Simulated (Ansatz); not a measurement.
# Thermal expansion of rocksalt KF from 100 to 800 K with LDA and PBE in the quasi-harmonic approximation

A KF crystal 20 mm long, kept dry because the salt takes up water, sits in a heated holder that can follow a change in length of at most 0.9 µm per kelvin. We set this limit ourselves. With the length in metres it corresponds to a linear expansion coefficient of 0.9 / 0.02 = 45, or a volume coefficient of 3 × 45 = 135 in a cubic crystal, both in 10⁻⁶/K. The design question is which of the tabulated temperatures is the highest at which the holder still keeps up.

We calculated the volume expansion coefficient at zero pressure from the quasi-harmonic free energy, with LDA up to 800 K and with PBE up to 600 K. One measured coefficient, at 300 K, serves as the reference for both levels.

## Set-up

One crystal, KF (rocksalt), taken from a measured cell of the Crystallography Open Database (known phase), directly or through a relaxation at another level, and relaxed at 0 GPa. Ansatz 0.2.0 rows: plane waves, scalar-relativistic, no spin-orbit coupling, no spin, the program's default PAW potentials at 487 to 550 eV, k meshes with a least product of divisions and cell-vector length from 29 to 32 Å, phonons by linear response on a 4×4×4 q mesh. The tabled runs alone: cutoff 487 to 550 eV, k length 29 to 31 Å, k mesh 8×8×8. Warnings of the programs on runs behind the rows: thermal expansion settings (all rows). The rows are a selection of points from finer curves.

Notes on method and selection:

- Quasi-harmonic free energy over the symmetry-keeping strains of the cell, electrons included where there is no gap; no phonon-phonon terms beyond the dependence on the cell.
- The expansion converges slowly with the q mesh and runs high in soft ionic crystals; temperatures at which the program's estimate of the fit error passes a tenth of the linear coefficient plus 0.15·10⁻⁶/K, or the cell lies outside the strains at which phonons were computed, are left out.
- Runs that did not converge, have known faults or may not be shown are not listed, and runs on Ansatz's PAW sets soft_1 and soft_2 are kept to separate tables.

Columns:

- Cv (J/(mol K)): heat capacity at constant volume per mole of atoms.
- bulk modulus (GPa): isothermal bulk modulus.
- volume expansion (10⁻⁶/K): volume expansion coefficient.
- Grüneisen parameter: thermodynamic Grüneisen parameter α·B·V/Cv.

Input lines of one member:

```
kpoints:
  mp_grid: { grid: [8, 8, 8] }
hamiltonian:
  xc: lda
scf:
  occupations: { method: fixed }
output:
  eigenvalues: true
basis:
  ecutwfc: 550.0
phonons:
  method: dfpt
  qmesh: [4, 4, 4]
  temperatures: { t_max: 800.0, t_step: 50 }
  thermal_expansion: {}
```

Command (options for logging and memory left out): `ansatz run input.yaml --threads 4 --backend cpu`

## The series

| member | level and pressure | temperature (K) | Cv (J/(mol K)) | bulk modulus (GPa) | volume expansion (10⁻⁶/K) | Grüneisen parameter |
| --- | --- | --- | --- | --- | --- | --- |
| 100 K | LDA, PAW, 0 GPa | 100 | 15.23 | 41.1 | 49.82 | 1.41 |
| 200 K | LDA, PAW, 0 GPa | 200 | 21.79 | 38.9 | 81.48 | 1.54 |
| 300 K | LDA, PAW, 0 GPa | 300 | 23.50 | 36.5 | 95.79 | 1.59 |
| 400 K | LDA, PAW, 0 GPa | 400 | 24.14 | 34.0 | 107.61 | 1.63 |
| 500 K | LDA, PAW, 0 GPa | 500 | 24.45 | 31.2 | 120.64 | 1.68 |
| 600 K | LDA, PAW, 0 GPa | 600 | 24.61 | 28.1 | 137.23 | 1.73 |
| 700 K | LDA, PAW, 0 GPa | 700 | 24.71 | 24.6 | 160.87 | 1.79 |
| 800 K | LDA, PAW, 0 GPa | 800 | 24.78 | 20.5 | 199.79 | 1.88 |
| 100 K | PBE, PAW, 0 GPa | 100 | 17.30 | 26.7 | 88.25 | 1.66 |
| 200 K | PBE, PAW, 0 GPa | 200 | 22.65 | 24.7 | 128.33 | 1.72 |
| 300 K | PBE, PAW, 0 GPa | 300 | 23.92 | 22.4 | 151.75 | 1.78 |
| 400 K | PBE, PAW, 0 GPa | 400 | 24.39 | 19.8 | 178.86 | 1.85 |
| 500 K | PBE, PAW, 0 GPa | 500 | 24.61 | 16.4 | 224.07 | 1.94 |
| 600 K | PBE, PAW, 0 GPa | 600 | 24.73 | 11.3 | 346.19 | 2.11 |

## Reading the trend

The expansion coefficient rises from row to row at both levels, but not at a steady rate. With LDA the slope is (81.48 − 49.82) / 100 = 0.317 between 100 and 200 K, falls to (107.61 − 95.79) / 100 = 0.118 between 300 and 400 K, and climbs again to (199.79 − 160.87) / 100 = 0.389 between 700 and 800 K, all in 10⁻⁶/K².

The relation α = γ·Cv/(B·V) shows what drives each part. From 100 to 300 K the LDA heat capacity grows by a factor 23.50 / 15.23 = 1.54 as more vibrations become thermally excited, and this is the largest contribution. From 300 to 800 K it grows by only 24.78 / 23.50 = 1.05, while the bulk modulus falls by a factor 36.5 / 20.5 = 1.78. The warmer crystal is larger, its ions are held less stiffly, and the same thermal pressure therefore stretches it further.

PBE gives the larger coefficient at every shared temperature. The ratio to LDA is 151.75 / 95.79 = 1.58 at 300 K and 346.19 / 137.23 = 2.52 at 600 K. At 300 K the main contribution is the softer lattice, with a bulk modulus lower by a factor 36.5 / 22.4 = 1.63; the Grüneisen parameter adds a factor 1.78 / 1.59 = 1.12, and the larger PBE cell takes part of this back through V. The origin is the familiar difference in binding: LDA draws the ions too close together and PBE leaves them too far apart. The PBE runs also used a lower plane-wave cutoff, from which we would expect a change of a few per cent at most, far less than the gap between the levels.

## Departures from the trend

The PBE row at 600 K stands apart. The coefficient increases by 346.19 − 224.07 = 122.12 over the last 100 K, against 224.07 − 178.86 = 45.21 over the 100 K before, and the bulk modulus is down to 11.3 GPa, about half its value at 300 K. This is how a quasi-harmonic crystal behaves when its free-energy minimum becomes shallow. Real KF remains a stable solid well above this temperature, so we do not use the row for design.

The LDA row at 800 K shows an earlier stage of the same softening and is probably too high as well. PBE has no rows at 700 and 800 K, which fits the rule that temperatures with a large fit error, or with a cell outside the computed strains, are left out.

## Measured against computed

| member | quantity | measured | LDA, PAW, 0 GPa − measured | PBE, PAW, 0 GPa − measured | conditions | source |
| --- | --- | --- | --- | --- | --- | --- |
| 300 K | volume expansion (10⁻⁶/K) | 104.4 | −8.61 (−8.2 %) | +47.35 (+45.4 %) | 300 K; measured value as tabulated in the cited paper | [1] |

Sources:

[1] "High-Throughput Prediction of Finite-Temperature Properties using the Quasi-Harmonic Approximation" (2016, arXiv:1603.06924)

At 300 K, in units of 10⁻⁶/K, LDA lies 8.61 below the measured coefficient (−8.2 %) and PBE lies 47.35 above it (+45.4 %). LDA is the nearer level and PBE the farther. The rise with temperature is not tested, since the comparison has a single temperature.

The PBE deviation has the direction expected from a cell that is too large and too soft. For LDA, overbinding should lower the expansion, while the quasi-harmonic treatment tends to raise it in soft ionic crystals, so the close agreement may rest partly on cancellation. The phonon mesh is an unlikely source of the LDA deviation, because a further LDA run with a coarser mesh, not tabled, gives nearly the same expansion near room temperature.

The measured number is a compiled value, quoted without its method or sample. A difference of 8 % is too small to establish on that basis whether LDA is truly low. The PBE deviation is much larger than the usual disagreement between expansion measurements on simple salts.

## Meeting the brief

For a cubic crystal the linear coefficient is one third of the volume coefficient, so the length changes by ΔL/ΔT = L·α/3 with L = 0.02 m. The limit of 0.9 µm/K is met when α, in 10⁻⁶/K, is at most 3 × 0.9 / 0.02 = 135.

Taken as they stand, the LDA rows pass up to 500 K (120.64) and fail at 600 K (137.23). The PBE rows pass up to 200 K (128.33) and fail at 300 K (151.75), although the measured coefficient at 300 K, 104.4, meets the limit comfortably. The raw PBE values would thus reject a usable temperature.

To carry the error of each level through, we keep the measured value at 300 K and take only the relative rise above it from the calculation. This assumes that the relative error at 300 K persists at higher temperature. That cannot hold for both levels, since the ratio of PBE to LDA grows from 151.75 / 95.79 = 1.58 at 300 K to 224.07 / 120.64 = 1.86 at 500 K, so the spread between the two results is a sign of the uncertainty.

- 400 K, LDA: 104.4 × 107.61 / 95.79 = 117.3, or 0.78 µm/K.
- 400 K, PBE: 104.4 × 178.86 / 151.75 = 123.1, or 0.82 µm/K.
- 500 K, LDA: 104.4 × 120.64 / 95.79 = 131.5, or 0.88 µm/K.
- 500 K, PBE: 104.4 × 224.07 / 151.75 = 154.2, or 1.03 µm/K.

Our pick is 400 K, where both levels stay within the limit. The runner-up is 500 K, which passes with LDA by a narrow margin and fails with PBE.

The pick would fall if the real coefficient rose by more than a factor 135 / 104.4 = 1.29 between 300 and 400 K; the calculated factors are 107.61 / 95.79 = 1.12 with LDA and 178.86 / 151.75 = 1.18 with PBE. It would move up to 500 K if a dilatometer run there gave a volume coefficient safely below the limit.

## Rules of thumb and their limits

Between 100 and 500 K both levels give a coefficient that rises with temperature, first mainly through the heat capacity and later mainly through softening. The choice of functional matters as much as a change of several hundred kelvin: PBE at 200 K already exceeds LDA at 500 K.

Two omitted effects could also matter, though neither is sized by the table. Phonon-phonon terms beyond the dependence on the cell would probably lower the coefficient at the hot end. A dispersion correction would be expected to contract and stiffen the PBE crystal and so lower its expansion.

[Logs are printed without paths, hosts, clocks, repeated set-up lines and the standing remarks that a program may print on its own settings, such as how far it seeks lower states.]
